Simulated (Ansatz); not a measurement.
The system is Ba.

```xyz
1
Lattice="-2.4726 2.4726 2.4726 2.4726 -2.4726 2.4726 2.4726 2.4726 -2.4726" Properties=species:S:1:pos:R:3 pbc="T T T"
Ba    0.0000    0.0000    0.0000
```

The cell isn't the ideal one: volume scaled by 0.96.

Program: Ansatz 0.2.0. Alike in all runs: task single point; potentials or basis all-electron LAPW, scalar-relativistic; cell volume scaled by 0.96. Hardware: 1 thread of Intel(R) Xeon(R) Processor @ 2.70GHz (shared host).

**Question.** Order these runs on this cell by their wall time, lowest first.
A. level PBEsol+D3(BJ); spin collinear, ferromagnetic start; fixed moment (μB) 2.0; k mesh 8 × 8 × 8; cutoff (eV) 77; smearing fermi-dirac 0.05 eV; basis error allowed 0.001 eV/atom
B. level PBE; spin off; k mesh 5 × 5 × 5; cutoff (eV) 66; smearing fermi-dirac 0.02 eV; basis error allowed 0.003 eV/atom
C. level PBE; spin off; k mesh 8 × 8 × 8; cutoff (eV) 77; smearing gaussian 0.1 eV; basis error allowed 0.001 eV/atom

**Answer.** B (1 s), C (2.1 s), A (4.3 s).

Caveats: the total moment is fixed, so each spin has its own Fermi level (some runs); the k mesh is thin for a metal, which can move the energy by tens of meV per atom (some runs).
